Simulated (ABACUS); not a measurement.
Ag, 1 atom in the cell. Symmetry: Fm-3m, No. 225, cubic system. Conventional cell: a = 4.085 Å, b = 4.085 Å, c = 4.085 Å, α = 90.00°, β = 90.00°, γ = 90.00°. Around Ag (site symmetry m-3m) lie 12 Ag at 2.89 Å. 

* Program: ABACUS 3.10.1
* Task: band structure
* Functional: B86bPBE
* Potentials or basis: PseudoDojo NC SR 0.5 PBE standard
* Cutoff: 1116 eV
* Density cutoff: 4463 eV
* Basis: plane waves
* Occupations: fermi-dirac, width 0.05 eV
* Spin: no spin polarisation
* Radial cutoff of the potentials (pseudo_rcut): 10 bohr
* Threshold of the eigensolver: 1e-07 Ry
* Density: read from an earlier self-consistent run
* Path: G-X-W-K-G-L-U-W-L-K, U-X
* Points for each segment of the path: 10
* SCF threshold on the density: 1e-08
* Max SCF steps: 100
* Eigensolver: dav
* Mixing: broyden
* Mixing share: 0.7
* Symmetry key: -1
* Bands: 20

Potentials or basis: PseudoDojo NC SR 0.5 PBE standard, plane waves.

Launch:

```sh
$ OMP_NUM_THREADS=1 mpirun -np 4 abacus > log
```

Hardware: 4 MPI ranks on Intel(R) Xeon(R) Platinum 8259CL CPU @ 2.50GHz (Skylake/Cascade Lake), on a shared host.

**Question.** Estimate the wall time of this run.

**Answer.** Wall time 3.8 s on 4 MPI ranks on Intel(R) Xeon(R) Platinum 8259CL CPU @ 2.50GHz (Skylake/Cascade Lake) (shared host), peak memory 0.36 GiB a rank. Counts: scf iterations 1, k points 102, bands 20, ranks 4.
